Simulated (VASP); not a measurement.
# W (Im-3m) in VASP: a series of runs

The runs below take W through relaxation of the atoms, with r2SCAN.

All numbers are computed with VASP 6.6.1; they aren't measurements. Logs are shortened: lines on timing, memory, paths and dates and some standing lists are left out, and cuts for length are marked.

### 1 The undisturbed crystal

The structure is cubic, space group Im-3m (No. 229). Conventional cell: a = 3.165 Å, b = 3.165 Å, c = 3.165 Å, α = 90.00°, β = 90.00°, γ = 90.00°. W (site symmetry m-3m) has 8 W at 2.74 Å as nearest neighbours.

### 2 Relaxation of the atoms, r2SCAN (a relaxed cell with its volume scaled by 1.04)

INCAR

```
  PREC = Accurate
  ENCUT = 600
  EDIFF = 1E-7
  ISMEAR = 1
  SIGMA = 0.1
  LREAL = False
  LASPH = True
  NELM = 80
  ALGO = Normal
  ISIF = 2
  LWAVE = False
  LCHARG = False
  METAGGA = R2SCAN
  LMIXTAU = True
  IBRION = 2
  NSW = 40
  EDIFFG = -0.01
```

KPOINTS

```
regular mesh
0
Gamma
  16 16 16
```

POSCAR

```
W                                       
1.0
   -1.6073572182      1.6073572182      1.6073572182
    1.6073572182     -1.6073572182      1.6073572182
    1.6073572182      1.6073572182     -1.6073572182
  W             
     1
Direct
     0.0000000000000000    0.0000000000000000    0.0000000000000000
```

Potentials or basis: VASP PAW PBE potentials, release 64 (W_sv).

The run is started by

```bash
cat potpaw_PBE.64/W_sv/POTCAR > POTCAR
mpirun -np 1 vasp_std > vasp.out
```

OUTCAR:

```text
PREC = Accurate
   ENCUT = 600
   EDIFF = 1E-7
   ISMEAR = 1
   LREAL = False
   LASPH = True
   NELM = 80
   ISIF = 2
   METAGGA = R2SCAN
   IBRION = 2
   NSW = 40
   EDIFFG = -0.01

 ion  position               nearest neighbor table
   1  0.000  0.000  0.000-

  LATTYP: Found a body centered cubic cell.
 ALAT       =     3.2147144364

  Lattice vectors:

 A1 = (  -1.6073572182,   1.6073572182,   1.6073572182)
 A2 = (   1.6073572182,  -1.6073572182,   1.6073572182)
 A3 = (   1.6073572182,   1.6073572182,  -1.6073572182)

Analysis of symmetry for initial positions (statically):
=====================================================================
 Subroutine PRICEL returns:
 Original cell was already a primitive cell.

 Routine SETGRP: Setting up the symmetry group for a
 body centered cubic supercell.

 Subroutine GETGRP returns: Found 48 space group operations
 (whereof 48 operations were pure point group operations)
 out of a pool of 48 trial point group operations.

The static configuration has the point symmetry O_h .

Analysis of symmetry for dynamics (positions and initial velocities):
=====================================================================
 Subroutine PRICEL returns:
 Original cell was already a primitive cell.

 Routine SETGRP: Setting up the symmetry group for a
 body centered cubic supercell.

 Subroutine GETGRP returns: Found 48 space group operations
 (whereof 48 operations were pure point group operations)
 out of a pool of 48 trial point group operations.

The dynamic configuration has the point symmetry O_h .

 Subroutine INISYM returns: Found 48 space group operations
 (whereof 48 operations are pure point group operations),
 and found     1 'primitive' translations

----------------------------------------------------------------------------------------

                                     Primitive cell

  volume of cell :      16.6111

  direct lattice vectors                    reciprocal lattice vectors
    -1.607357218  1.607357218  1.607357218     0.000000000  0.311069621  0.311069621
     1.607357218 -1.607357218  1.607357218     0.311069621  0.000000000  0.311069621
     1.607357218  1.607357218 -1.607357218     0.311069621  0.311069621  0.000000000

  length of vectors
     2.784024368  2.784024368  2.784024368     0.439918876  0.439918876  0.439918876

  position of ions in fractional coordinates (direct lattice)
     0.000000000  0.000000000  0.000000000
[... 79 lines left out ...]
   NSW    =     40    number of steps for IOM
   IBRION =      2    ionic relax: 0-MD 1-quasi-New 2-CG
   NFREE  =      1    steps in history (QN), initial steepest desc. (CG)
   ISIF   =      2    stress and relaxation
   ISYM   =      2    0-nonsym 1-usesym 2-fastsym
   POTIM  = 0.5000    time-step for ionic-motion
   TEBEG  =    0.0;   TEEND  =   0.0 temperature during run
   PSTRESS=    0.0 pullay stress
   NELECT =      14.0000    total number of electrons
   NUPDOWN=      -1.0000    fix difference up-down
   EMIN   =  10.00;   EMAX   =-10.00  energy-range for DOS
   EFERMI =   0.00;   METHOD = LEGACY
   ISMEAR =     1;   SIGMA  =   0.10  broadening in eV -4-tet -1-fermi 0-gaus
   EFERMI_NEDOS =   21; number of points for ismear=-14 and -15
   IALGO  =     38    algorithm
   IMIX   =      4    mixing-type and parameters
     AMIX     =   0.40;   BMIX     =  1.00
     AMIX_MAG =   1.60;   BMIX_MAG =  1.00
  volume/ion in A,a.u.               =      16.61       112.10
  Fermi-wavevector in a.u.,A,eV,Ry     =   1.546388  2.922249 32.535823  2.391316
  Thomas-Fermi vector in A             =   2.651631
   LORBIT       =      0    0 simple, 1 ext, 2 COOP (PROOUT), +10 PAW based schemes
   METAGGA = R2SCAN    functional components
   LHFCALC =     F    Hartree Fock is set to
   AEXX    =    0.0000 exact exchange contribution
   IVDW    =     0    specifies the selected vdW correction
   LEPSILON=     F    determine dielectric tensor
   LRPA    =     F    only Hartree local field effects (RPA)
 conjugate gradient relaxation of ions
 non-spin polarized calculation
 Methfessel and Paxton  Order N= 1 SIGMA  =   0.10
  energy-cutoff  :      600.00
  volume of cell :       16.61
 maximum number of plane-waves:       586
 NGX is ok and might be reduce to    24
   NGX = 11   NGY = 11   NGZ = 11

 number of electron      14.0000000 magnetization

 Free energy of the ion-electron system (eV)
  ---------------------------------------------------
  ext. energy  EPLUGINS =         0.00000000
  ---------------------------------------------------
  free energy    TOTEN  =       -51.33109103 eV

  energy without entropy =      -51.33069979  energy(sigma->0) =      -51.33096062

 E-fermi :  10.6407     XC(G=0): -14.6612

 val. band max:       10.6222393011   @ k =  -0.1250   0.1875   0.0625
 cond. band min:      10.6519258572   @ k =  -0.1875   0.1875   0.1250
 fundamental gap:      0.0296865560
 Fermi energy:        10.6406775051

 k-point     1 :       0.0000    0.0000    0.0000
  band No.  band energies     occupation
      1     -65.5720      2.00000
      2     -28.4980      2.00000
      3     -28.4980      2.00000
      4     -28.4980      2.00000
      5       0.7616      2.00000
      6       9.4118      2.00000
      7       9.4118      2.00000
      8       9.4118      2.00000
      9      13.0736      0.00000
     10      13.0737      0.00000
     11      25.7770      0.00000
[... 309 lines left out ...]
 k-point    24 :       0.2500    0.1875    0.0000
  band No.  band energies     occupation
      1     -65.4632      2.00000
      2     -29.4223      2.00000
      3     -28.8816      2.00000
      4     -28.5984      2.00000
      5       5.1710      2.00000
      6       7.5245      2.00000
      7       8.2338      2.00000
      8      12.2996     -0.00000
      9      13.8374      0.00000
     10      15.7668      0.00000
     11      23.1926      0.00000

 [... further k-points ...]
[... 5 lines left out ...]
  --------------------------------------------------------------------------------------
  -------------------------------------------------------------------------------------
  Total       -1.1792188     -1.1792188     -1.1792188      0.0000000     -0.0000000      0.0000000
  in kB     -113.7385728   -113.7385728   -113.7385728      0.0000000     -0.0000000      0.0000000
  external PRESSURE =    -113.7385728 kB  Pullay stress =       0.0000000 kB

 VOLUME and BASIS-vectors are now :
 -----------------------------------------------------------------------------
  energy-cutoff  :      600.00
  volume of cell :       16.61
      direct lattice vectors                 reciprocal lattice vectors
    -1.607357218  1.607357218  1.607357218     0.000000000  0.311069621  0.311069621
     1.607357218 -1.607357218  1.607357218     0.311069621  0.000000000  0.311069621
     1.607357218  1.607357218 -1.607357218     0.311069621  0.311069621  0.000000000

 POSITION                                       TOTAL-FORCE (eV/Angst)
 -----------------------------------------------------------------------------------
      0.00000      0.00000      0.00000         0.000000     -0.000000      0.000000
 -----------------------------------------------------------------------------------
    total drift:                                0.000000      0.000000     -0.000000

  FREE ENERGIE OF THE ION-ELECTRON SYSTEM (eV)
  ---------------------------------------------------
  free  energy   TOTEN  =       -51.3310910310 eV

  energy  without entropy=      -51.3306997914  energy(sigma->0) =      -51.33096062

 reached required accuracy - stopping structural energy minimisation
```

OSZICAR:

```text
N       E                     dE             d eps       ncg     rms          rms(c)
DAV:   1     0.438139477659E+02    0.43814E+02   -0.87013E+03  3198   0.162E+03
DAV:   2    -0.538446217211E+02   -0.97659E+02   -0.94325E+02  3424   0.364E+02
DAV:   3    -0.556389334783E+02   -0.17943E+01   -0.17759E+01  3682   0.478E+01
[... 12 lines left out ...]
DAV:  16    -0.513310920491E+02   -0.82207E-06   -0.63101E-06  3460   0.326E-02    0.810E-04
DAV:  17    -0.513310904676E+02    0.15815E-05   -0.29475E-07  3380   0.782E-03    0.446E-04
DAV:  18    -0.513310913429E+02   -0.87531E-06   -0.28801E-08  1658   0.242E-03    0.365E-04
DAV:  19    -0.513310909671E+02    0.37581E-06   -0.62860E-09  1637   0.118E-03    0.978E-05
DAV:  20    -0.513310911035E+02   -0.13643E-06   -0.25581E-09  1634   0.790E-04    0.434E-05
DAV:  21    -0.513310910310E+02    0.72512E-07   -0.15868E-10  1631   0.204E-04
   1 F= -.51331091E+02 E0= -.51330961E+02  d E =-.513311E+02
```

CONTCAR:

```text
W
   1.00000000000000
    -1.6073572182000000    1.6073572182000000    1.6073572182000000
     1.6073572182000000   -1.6073572182000000    1.6073572182000000
     1.6073572182000000    1.6073572182000000   -1.6073572182000000
  W
     1
Direct
     0.0000000000000000    0.0000000000000000    0.0000000000000000

  0.00000000E+00  0.00000000E+00  0.00000000E+00
```

Run time: 48 s. Hardware: 1 thread of Intel Xeon 6975P-C (Granite Rapids), shared host; peak memory 0.17 GiB.

What came out:

```yaml
Free_energy: -51.3311 eV
Pressure_after_relaxing: -11.4 GPa
Band_gap_on_the_k_mesh: none (metal or under the smearing width)
```

Final structure:
```xyz
1
Lattice="-1.6074 1.6074 1.6074 1.6074 -1.6074 1.6074 1.6074 1.6074 -1.6074" Properties=species:S:1:pos:R:3 pbc="T T T"
W     0.0000    0.0000    0.0000
```

Caveat: the relaxation stopped at its first step, so nothing moved; the PAW data sets were made with another functional, which shifts forces and pressure a little. Spin-orbit coupling is left out, which matters for the levels of W.

### 3 Relaxation of the atoms, r2SCAN (a relaxed cell with its volume scaled by 1.06)

INCAR is that of step 2.

KPOINTS is that of step 2.

POSCAR

```
W                                       
1.0
   -1.6175954383      1.6175954383      1.6175954383
    1.6175954383     -1.6175954383      1.6175954383
    1.6175954383      1.6175954383     -1.6175954383
  W             
     1
Direct
     0.0000000000000000    0.0000000000000000    0.0000000000000000
```

Potentials or basis: VASP PAW PBE potentials, release 64 (W_sv).

The run is started by

```bash
cat potpaw_PBE.64/W_sv/POTCAR > POTCAR
mpirun -np 1 vasp_std > vasp.out
```

Run time: 48 s. Hardware: 1 thread of Intel Xeon 6975P-C (Granite Rapids), shared host; peak memory 0.17 GiB.

It converged, with:

* Free energy: -51.3034 eV
* Pressure after relaxing: -16.4 GPa
* Band gap on the k mesh: none (metal or under the smearing width)

Final structure:
```cif
data_structure
_symmetry_space_group_name_H-M 'P 1'
_symmetry_Int_Tables_number 1
_cell_length_a 2.8018
_cell_length_b 2.8018
_cell_length_c 2.8018
_cell_angle_alpha 109.471
_cell_angle_beta 109.471
_cell_angle_gamma 109.471
_cell_volume 16.93
loop_
_atom_site_label
_atom_site_type_symbol
_atom_site_fract_x
_atom_site_fract_y
_atom_site_fract_z
_atom_site_occupancy
W1 W 0.00000 0.00000 0.00000 1
```

Levels at points of the mesh, in eV from the Fermi level:
```tsv
k point	band 4	band 5	band 6	band 7	band 8	band 9	band 10	band 11
(0.00, 0.00, 0.00)	-39.19	-9.77	-1.20	-1.20	-1.20	2.39	2.39	15.09
(0.50, 0.00, 0.00)	-39.20	-6.15	-3.46	0.30	2.18	3.16	5.73	10.57
(0.50, 0.50, 0.50)	-39.97	-5.50	-5.50	4.83	4.83	4.83	7.99	7.99
```

Caveat: the relaxation stopped at its first step, so nothing moved; the PAW data sets were made with another functional, which shifts forces and pressure a little. Spin-orbit coupling is left out, which matters for the levels of W.
